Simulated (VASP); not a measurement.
# ZnO (P6_3/mmc) in VASP: a series of runs

One crystal, ZnO, is run at these levels: PBEsol; tasks: single point.

Program: VASP 6.6.1. These are calculated values, not measurements. Logs are shortened: lines on timing, memory, paths and dates and some standing lists are left out, and cuts for length are marked.

## (1) The undisturbed crystal

Symmetry: P6_3/mmc, No. 194, hexagonal system. Conventional cell: a = 3.288 Å, b = 3.288 Å, c = 7.130 Å, α = 90.00°, β = 90.00°, γ = 120.00°. Zn (site symmetry -6m2) has 3 O at 1.90 Å as nearest neighbours. O (site symmetry -6m2) has 3 Zn at 1.90 Å as nearest neighbours.

Measurements of this composition are mostly on another form, of space group No. 186.

## (2) Single point, PBEsol (grid = ENCUT=400 dk=0.45 cell=2x2x1 ISMEAR=0 SIGMA=0.05 LREAL=False EDIFF=1e-06)

The input, INCAR:

```
SYSTEM = ZnO
PREC = Accurate
ENCUT = 400
EDIFF = 1E-6
ISMEAR = 0
SIGMA = 0.05
LREAL = .FALSE.
LASPH = .TRUE.
NELM = 120
ALGO = Fast
ISIF = 2
LWAVE = .FALSE.
LCHARG = .FALSE.
GGA = PS
NBANDS = 80
```

The input, KPOINTS:

```
Automatic mesh
0
G
  3 3 2
  0 0 0
```

The input, POSCAR:

```
ZnO
1.0
    6.5759343174      0.0000000000      0.0000000000
   -3.2879671586      5.6949261724      0.0000000000
    0.0000000000      0.0000000000      7.1304413500
Zn O
8 8
Direct
    0.0000000000      0.0000000000      0.2500000000
    0.0000000000      0.5000000000      0.2500000000
    0.5000000000      0.0000000000      0.2500000000
    0.5000000000      0.5000000000      0.2500000000
    0.0000000000      0.0000000000      0.7500000000
    0.0000000000      0.5000000000      0.7500000000
    0.5000000000      0.0000000000      0.7500000000
    0.5000000000      0.5000000000      0.7500000000
    0.3333333334      0.1666666666      0.7500000000
    0.3333333334      0.6666666666      0.7500000000
    0.8333333333      0.1666666666      0.7500000000
    0.8333333333      0.6666666666      0.7500000000
    0.1666666666      0.3333333334      0.2500000000
    0.1666666666      0.8333333333      0.2500000000
    0.6666666666      0.3333333334      0.2500000000
    0.6666666666      0.8333333333      0.2500000000
```

Potentials or basis: VASP PAW PBE potentials, release 64 (Zn, O).

The run is started by

```sh
$ cat potpaw_PBE.64/Zn/POTCAR potpaw_PBE.64/O/POTCAR > POTCAR
$ mpirun -np 1 vasp_std > vasp.out
```

OUTCAR:

```text
SYSTEM = ZnO
   PREC = Accurate
   ENCUT = 400
   EDIFF = 1E-6
   ISMEAR = 0
   LREAL = .FALSE.
   LASPH = .TRUE.
   NELM = 120
   ISIF = 2
   GGA = PS

 Found      6 irreducible k-points:

 Following reciprocal coordinates:
            Coordinates               Weight
  0.000000  0.000000  0.000000      1.000000
  0.333333  0.000000  0.000000      6.000000
  0.333333  0.333333  0.000000      2.000000
  0.000000  0.000000  0.500000      1.000000
  0.333333  0.000000  0.500000      6.000000
  0.333333  0.333333  0.500000      2.000000
   k-points           NKPTS =      6   k-points in BZ     NKDIM =      6   number of bands    NBANDS=     80
   number of dos      NEDOS =    301   number of ions     NIONS =     16
   total plane-waves  NPLWV = 110592
   dimension x,y,z NGX =    48 NGY =   48 NGZ =   48
   dimension x,y,z NGXF=    96 NGYF=   96 NGZF=   96
   ions per type =               8   8
   NGX,Y,Z   is equivalent  to a cutoff of  12.13, 12.13, 11.19 a.u.
   NGXF,Y,Z  is equivalent  to a cutoff of  24.27, 24.27, 22.38 a.u.
 SYSTEM =  ZnO
   PREC   = accura    normal or accurate (medium, high low for compatibility)
   ISTART =      0    job   : 0-new  1-cont  2-samecut
   ICHARG =      2    charge: 1-file 2-atom 10-const
   ISPIN  =      1    spin polarized calculation?
   LNONCOLLINEAR =      F non collinear calculations
   LSORBIT =      F    spin-orbit coupling
   LASPH  =      T    aspherical Exc in radial PAW
   ENCUT  =  400.0 eV  29.40 Ry    5.42 a.u.  10.72 10.72 11.63*2*pi/ulx,y,z
   NELM   =    120;   NELMIN=  2; NELMDL= -5     # of ELM steps
   EDIFF  = 0.1E-05   stopping-criterion for ELM
   LREAL  =      F    real-space projection
   EDIFFG = 0.1E-04   stopping-criterion for IOM
   NSW    =      0    number of steps for IOM
   IBRION =     -1    ionic relax: 0-MD 1-quasi-New 2-CG
   NFREE  =      0    steps in history (QN), initial steepest desc. (CG)
   ISIF   =      2    stress and relaxation
   ISYM   =      2    0-nonsym 1-usesym 2-fastsym
   POTIM  = 0.5000    time-step for ionic-motion
   TEBEG  =    0.0;   TEEND  =   0.0 temperature during run
   PSTRESS=    0.0 pullay stress
   NELECT =     144.0000    total number of electrons
   NUPDOWN=      -1.0000    fix difference up-down
   EMIN   =  10.00;   EMAX   =-10.00  energy-range for DOS
   EFERMI =   0.00;   METHOD = LEGACY
   ISMEAR =     0;   SIGMA  =   0.05  broadening in eV -4-tet -1-fermi 0-gaus
   EFERMI_NEDOS =   21; number of points for ismear=-14 and -15
   IALGO  =     68    algorithm
   IMIX   =      4    mixing-type and parameters
     AMIX     =   0.40;   BMIX     =  1.00
     AMIX_MAG =   1.60;   BMIX_MAG =  1.00
  volume/ion in A,a.u.               =      16.69       112.63
  Fermi-wavevector in a.u.,A,eV,Ry     =   1.332524  2.518105 24.158775  1.775620
  Thomas-Fermi vector in A             =   2.461452
   LORBIT       =      0    0 simple, 1 ext, 2 COOP (PROOUT), +10 PAW based schemes
   GGA     = PS    functional components
   LHFCALC =     F    Hartree Fock is set to
   AEXX    =    0.0000 exact exchange contribution
   IVDW    =     0    specifies the selected vdW correction
   LEPSILON=     F    determine dielectric tensor
   LRPA    =     F    only Hartree local field effects (RPA)
 non-spin polarized calculation
 RMM-DIIS sequential band-by-band and
 Gauss-broadening in eV      SIGMA  =   0.05
  energy-cutoff  :      400.00
  volume of cell :      267.03
 maximum number of plane-waves:      4883
 NGX is ok and might be reduce to    48
   NGX = 21   NGY = 21   NGZ = 23

 number of electron     143.9999859 magnetization

 Free energy of the ion-electron system (eV)
  ---------------------------------------------------
  ext. energy  EPLUGINS =         0.00000000
  ---------------------------------------------------
  free energy    TOTEN  =       -73.16484398 eV

  energy without entropy =      -73.16484398  energy(sigma->0) =      -73.16484398

 E-fermi :  -0.6279     XC(G=0):  -9.1711

 val. band max:       -0.9111649958   @ k =   0.0000   0.0000   0.0000
 cond. band min:      -0.1611639989   @ k =   0.0000   0.0000   0.0000
 fundamental gap:      0.7500009969
 Fermi energy:        -0.6279120269

 k-point     1 :       0.0000    0.0000    0.0000
  band No.  band energies     occupation
      1     -18.3110      2.00000
      2     -18.2283      2.00000
      3     -17.7889      2.00000
      4     -17.7889      2.00000
      5     -17.7889      2.00000
      6     -17.7714      2.00000
[... 72 lines left out ...]
     79       4.5458      0.00000
     80       4.5493      0.00000

 k-point     2 :       0.3333    0.0000    0.0000
  band No.  band energies     occupation
      1     -18.1878      2.00000
      2     -18.1149      2.00000
      3     -17.9288      2.00000
      4     -17.8841      2.00000
      5     -17.7943      2.00000
      6     -17.7943      2.00000
[... 72 lines left out ...]
     79       4.3819      0.00000
     80       4.4366      0.00000

 k-point     3 :       0.3333    0.3333    0.0000
  band No.  band energies     occupation
      1     -17.9965      2.00000
      2     -17.9965      2.00000
      3     -17.9965      2.00000
      4     -17.9422      2.00000
      5     -17.9422      2.00000
      6     -17.9422      2.00000
[... 72 lines left out ...]
     79       4.2170      0.00000
     80       5.1654      0.00000

 k-point     4 :       0.0000    0.0000    0.5000
  band No.  band energies     occupation
      1     -18.2703      2.00000
      2     -18.2703      2.00000
      3     -17.7797      2.00000
      4     -17.7797      2.00000
      5     -17.7797      2.00000
      6     -17.7797      2.00000
[... 72 lines left out ...]
     79       4.0380      0.00000
     80       4.0380      0.00000

 k-point     5 :       0.3333    0.0000    0.5000
  band No.  band energies     occupation
      1     -18.1519      2.00000
      2     -18.1519      2.00000
      3     -17.9064      2.00000
      4     -17.9064      2.00000
      5     -17.7818      2.00000
      6     -17.7818      2.00000
[... 72 lines left out ...]
     79       4.2325      0.00000
     80       4.2325      0.00000

 k-point     6 :       0.3333    0.3333    0.5000
  band No.  band energies     occupation
      1     -17.9689      2.00000
      2     -17.9689      2.00000
      3     -17.9689      2.00000
      4     -17.9689      2.00000
      5     -17.9689      2.00000
      6     -17.9689      2.00000
[... 72 lines left out ...]
     79       4.8470      0.00000
     80       4.8470      0.00000

------------------------ aborting loop because EDIFF is reached ----------------------------------------

  FORCE on cell =-STRESS in cart. coord.  units (eV):
  Direction    XX          YY          ZZ          XY          YZ          ZX
  --------------------------------------------------------------------------------------
  -------------------------------------------------------------------------------------
  Total      -14.2958210    -14.2958210     -7.4586996     -0.0000000      0.0000000      0.0000000
  in kB      -85.7744033    -85.7744033    -44.7519253     -0.0000000      0.0000000      0.0000000
  external PRESSURE =     -72.1002440 kB  Pullay stress =       0.0000000 kB

 VOLUME and BASIS-vectors are now :
 -----------------------------------------------------------------------------
  energy-cutoff  :      400.00
  volume of cell :      267.03
      direct lattice vectors                 reciprocal lattice vectors
     6.575934317  0.000000000  0.000000000     0.152069645  0.087797451  0.000000000
    -3.287967159  5.694926172  0.000000000     0.000000000  0.175594901  0.000000000
     0.000000000  0.000000000  7.130441350     0.000000000  0.000000000  0.140243773

 POSITION                                       TOTAL-FORCE (eV/Angst)
 -----------------------------------------------------------------------------------
      0.00000      0.00000      1.78261         0.000000     -0.000000     -0.000000
     -1.64398      2.84746      1.78261         0.000000     -0.000000      0.000000
      3.28797      0.00000      1.78261         0.000000     -0.000000      0.000000
      1.64398      2.84746      1.78261        -0.000000     -0.000000      0.000000
      0.00000      0.00000      5.34783         0.000000      0.000000     -0.000000
     -1.64398      2.84746      5.34783         0.000000      0.000000     -0.000000
[... 8 lines left out ...]
      3.28797      1.89831      1.78261         0.000000      0.000000      0.000000
      1.64398      4.74577      1.78261        -0.000000      0.000000      0.000000
 -----------------------------------------------------------------------------------
    total drift:                                0.000001      0.000001     -0.000000

  FREE ENERGIE OF THE ION-ELECTRON SYSTEM (eV)
  ---------------------------------------------------
  free  energy   TOTEN  =       -73.1648439767 eV

  energy  without entropy=      -73.1648439767  energy(sigma->0) =      -73.16484398
```

stdout:

```text
POSCAR found type information on POSCAR ZnO
 POSCAR found :  2 types and      16 ions
 scaLAPACK will be used
 -----------------------------------------------------------------------------
|                                                                             |
|                                                                             |
|     You enforced a specific xc type in the INCAR file but a different       |
|     I HOPE YOU KNOW WHAT YOU ARE DOING!                                     |
|                                                                             |
 -----------------------------------------------------------------------------

 LDA part: xc-table for (Slater+PW92), standard interpolation
 POSCAR, INCAR and KPOINTS ok, starting setup
 FFT: planning ... GRIDC
 FFT: planning ... GRID_SOFT
 FFT: planning ... GRID
 WAVECAR not read
 entering main loop
```

Run time: 82 s. Hardware: 1 thread of Intel Xeon Platinum 8488C (Sapphire Rapids), shared host; peak memory 0.34 GiB.

These settings aren't checked as converged: the numbers below hold their error.

What came out:

| Property | Result |
| --- | --- |
| Free energy | -73.1648 eV |
| Band gap on the k mesh | 0.75 eV |

Caveat: the k mesh is coarse (spacing up to 0.44 Å⁻¹), so the values aren't converged; the cutoff is under 1.25 times the usual one of these potentials, so pressure, stress and relaxed cells hold a basis-set (Pulay) error; the PAW data sets were made with another functional, which shifts forces and pressure a little.

## (3) Single point, PBEsol (grid = ENCUT=400 dk=0.45 cell=2x2x1 ISMEAR=0 SIGMA=0.2 LREAL=Auto EDIFF=1e-06)

INCAR, as its differences from that of step 2:

```diff
@@ -5,4 +5,4 @@
 ISMEAR = 0
-SIGMA = 0.05
-LREAL = .FALSE.
+SIGMA = 0.2
+LREAL = Auto
 LASPH = .TRUE.
```

KPOINTS is that of step 2.

POSCAR is that of step 2.

Potentials or basis: VASP PAW PBE potentials, release 64 (Zn, O).

The run is started by

```sh
$ cat potpaw_PBE.64/Zn/POTCAR potpaw_PBE.64/O/POTCAR > POTCAR
$ mpirun -np 1 vasp_std > vasp.out
```

OUTCAR:

```text
SYSTEM = ZnO
   PREC = Accurate
   ENCUT = 400
   EDIFF = 1E-6
   ISMEAR = 0
   LREAL = Auto
   LASPH = .TRUE.
   NELM = 120
   ISIF = 2
   GGA = PS

 Found      6 irreducible k-points:

 Following reciprocal coordinates:
            Coordinates               Weight
  0.000000  0.000000  0.000000      1.000000
  0.333333  0.000000  0.000000      6.000000
  0.333333  0.333333  0.000000      2.000000
  0.000000  0.000000  0.500000      1.000000
  0.333333  0.000000  0.500000      6.000000
  0.333333  0.333333  0.500000      2.000000
   k-points           NKPTS =      6   k-points in BZ     NKDIM =      6   number of bands    NBANDS=     80
[... 579 lines left out ...]
  Total      -14.3428294    -14.3428294     -7.4696115     -0.0000000      0.0000000      0.0000000
  in kB      -86.0564522    -86.0564522    -44.8173962     -0.0000000      0.0000000      0.0000000
  external PRESSURE =     -72.3101002 kB  Pullay stress =       0.0000000 kB

 VOLUME and BASIS-vectors are now :
 -----------------------------------------------------------------------------
  energy-cutoff  :      400.00
  volume of cell :      267.03
      direct lattice vectors                 reciprocal lattice vectors
     6.575934317  0.000000000  0.000000000     0.152069645  0.087797451  0.000000000
    -3.287967159  5.694926172  0.000000000     0.000000000  0.175594901  0.000000000
     0.000000000  0.000000000  7.130441350     0.000000000  0.000000000  0.140243773

 POSITION                                       TOTAL-FORCE (eV/Angst)
 -----------------------------------------------------------------------------------
      0.00000      0.00000      1.78261         0.000000      0.000000      0.000000
     -1.64398      2.84746      1.78261         0.000000      0.000000      0.000000
      3.28797      0.00000      1.78261        -0.000000      0.000000      0.000000
      1.64398      2.84746      1.78261        -0.000000      0.000000      0.000000
      0.00000      0.00000      5.34783         0.000000     -0.000000      0.000000
     -1.64398      2.84746      5.34783        -0.000000     -0.000000      0.000000
[... 8 lines left out ...]
      3.28797      1.89831      1.78261         0.000000     -0.000000     -0.000000
      1.64398      4.74577      1.78261         0.000000      0.000000     -0.000000
 -----------------------------------------------------------------------------------
    total drift:                                0.000001      0.000001     -0.000000

  FREE ENERGIE OF THE ION-ELECTRON SYSTEM (eV)
  ---------------------------------------------------
  free  energy   TOTEN  =       -73.1681569254 eV

  energy  without entropy=      -73.1671968292  energy(sigma->0) =      -73.16767688
```

Run time: 1.7 min. Hardware: 1 thread of Intel Xeon Platinum 8488C (Sapphire Rapids), shared host; peak memory 0.34 GiB.

These settings aren't checked as converged: the numbers below hold their error.

Results:

- Free energy: -73.1682 eV
- Band gap on the k mesh: 0.75 eV

Caveat: the k mesh is coarse (spacing up to 0.44 Å⁻¹), so the values aren't converged; the cutoff is under 1.25 times the usual one of these potentials, so pressure, stress and relaxed cells hold a basis-set (Pulay) error; the PAW data sets were made with another functional, which shifts forces and pressure a little.

## (4) Single point, PBEsol (grid = ENCUT=400 dk=0.45 cell=2x2x1 ISMEAR=0 SIGMA=0.02 LREAL=Auto EDIFF=1e-06)

INCAR, as its differences from that of step 3:

```diff
@@ -5,3 +5,3 @@
 ISMEAR = 0
-SIGMA = 0.2
+SIGMA = 0.02
 LREAL = Auto
```

KPOINTS is that of step 3.

POSCAR is that of step 3.

The run is started by

```sh
$ cat potpaw_PBE.64/Zn/POTCAR potpaw_PBE.64/O/POTCAR > POTCAR
$ mpirun -np 1 vasp_std > vasp.out
```

Run time: 1.7 min. Hardware: 1 thread of Intel Xeon Platinum 8488C (Sapphire Rapids), shared host; peak memory 0.34 GiB.

The run converged, but some of its settings lie outside the range that counts as converged, so its numbers aren't taken as properties of the crystal.

Results:

```
Free energy            : -73.1681 eV
Band gap on the k mesh : 0.75 eV
```

Caveat: the k mesh is coarse (spacing up to 0.44 Å⁻¹), so the values aren't converged; the cutoff is under 1.25 times the usual one of these potentials, so pressure, stress and relaxed cells hold a basis-set (Pulay) error; the PAW data sets were made with another functional, which shifts forces and pressure a little.

## (5) Single point, PBEsol (grid = ENCUT=400 dk=0.45 cell=2x2x1 ISMEAR=0 SIGMA=0.05 LREAL=Auto EDIFF=0.0001)

INCAR, as its differences from that of step 4:

```diff
@@ -3,5 +3,5 @@
 ENCUT = 400
-EDIFF = 1E-6
+EDIFF = 1E-4
 ISMEAR = 0
-SIGMA = 0.02
+SIGMA = 0.05
 LREAL = Auto
```

KPOINTS is that of step 4.

POSCAR is that of step 4.

The run is started by

```sh
$ cat potpaw_PBE.64/Zn/POTCAR potpaw_PBE.64/O/POTCAR > POTCAR
$ mpirun -np 1 vasp_std > vasp.out
```

It took 90 s on 1 thread of Intel Xeon Platinum 8488C (Sapphire Rapids), shared host; peak memory 0.34 GiB.

The run converged, but some of its settings lie outside the range that counts as converged, so its numbers aren't taken as properties of the crystal.

What came out:

* Free energy: -73.1681 eV
* Band gap on the k mesh: 0.75 eV

Caveat: the k mesh is coarse (spacing up to 0.44 Å⁻¹), so the values aren't converged; the cutoff is under 1.25 times the usual one of these potentials, so pressure, stress and relaxed cells hold a basis-set (Pulay) error; the PAW data sets were made with another functional, which shifts forces and pressure a little.
